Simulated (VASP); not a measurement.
VASP 6.6.1 run: NaH

INCAR

```
EDIFF = 1E-9
NELM = 120
IBRION = -1
LWAVE = .FALSE.
ISIF = 2
GGA = PE
SIGMA = 0.02
LCHARG = .FALSE.
PREC = Normal
ENCUT = 520
LREAL = .FALSE.
NBANDS = 11
ISMEAR = -1
NSW = 0
LASPH = .TRUE.
```

KPOINTS

```
KPOINTS created by Atomic Simulation Environment
0
Gamma
8 8 8
0 0 0
```

POSCAR

```
Na H
 1.0000000000000000
     0.0389538158000000    2.5969210560999998    2.5969210560999998
     2.5969210560999998    0.0389538158000000    2.5969210560999998
     2.6358748719000000    2.6358748719000000    0.0000000000000000
 Na  H
   1   1
Cartesian
 -0.0000000000000000  0.0000000000000000  0.0150851724956388
  1.3179374359499996  1.3179374359499996  1.2833753555543610
```

The recommended PBE PAW datasets give the neutral cell 8 valence electrons.

Command

```
mpirun -np 1 vasp_std
```

Task: How does this run end, and what does it give?

Result: It converged. Results: gap between bands v and c on the k mesh 3.54 eV; least direct gap on the k mesh 4.29 eV; pressure 0.2 GPa. Band v is the last that the valence electrons fill when counted band by band, and c is the next.

OSZICAR

```
N       E                     dE             d eps       ncg     rms          rms(c)
DAV:   1     0.344575748379E+02    0.34458E+02   -0.45365E+03  2102   0.714E+02
DAV:   2    -0.411814525808E+01   -0.38576E+02   -0.37966E+02  2150   0.182E+02
DAV:   3    -0.552396237145E+01   -0.14058E+01   -0.14038E+01  2523   0.338E+01
DAV:   4    -0.553507224660E+01   -0.11110E-01   -0.11109E-01  2411   0.304E+00
DAV:   5    -0.553519730356E+01   -0.12506E-03   -0.12506E-03  2399   0.337E-01    0.354E+00
DAV:   6    -0.508388484032E+01    0.45131E+00   -0.48530E-01  2737   0.260E+00    0.158E+00
DAV:   7    -0.497678576994E+01    0.10710E+00   -0.44792E-01  2440   0.210E+00    0.415E-01
DAV:   8    -0.498859160442E+01   -0.11806E-01   -0.22703E-02  2162   0.101E+00    0.103E-01
DAV:   9    -0.498870937134E+01   -0.11777E-03   -0.24671E-03  2390   0.382E-01    0.236E-02
DAV:  10    -0.498870627554E+01    0.30958E-05   -0.11107E-04  2315   0.840E-02    0.749E-03
DAV:  11    -0.498873325908E+01   -0.26984E-04   -0.46283E-05  2276   0.264E-02    0.856E-03
DAV:  12    -0.498873221193E+01    0.10471E-05   -0.46345E-06  2447   0.804E-03    0.804E-04
DAV:  13    -0.498873227165E+01   -0.59723E-07   -0.23242E-07  2339   0.263E-03    0.356E-04
DAV:  14    -0.498873228309E+01   -0.11437E-07   -0.11703E-08  2414   0.474E-04    0.450E-05
DAV:  15    -0.498873228365E+01   -0.56059E-09   -0.69599E-10  2306   0.128E-04
   1 F= -.49887323E+01 E0= -.49887323E+01  d E =-.182335E-12
```

Standard output (part)

```
POSCAR found type information on POSCAR NaH
 POSCAR found :  2 types and       2 ions
 LDA part: xc-table for (Slater+PW92), standard interpolation
 POSCAR, INCAR and KPOINTS ok, starting setup
 WAVECAR not read
 entering main loop
```

For comparison, a separate PBE run of the intended cell, on usual settings and not on those above, gives a gap of 3.54 eV on its mesh and a pressure of 0.2 GPa.
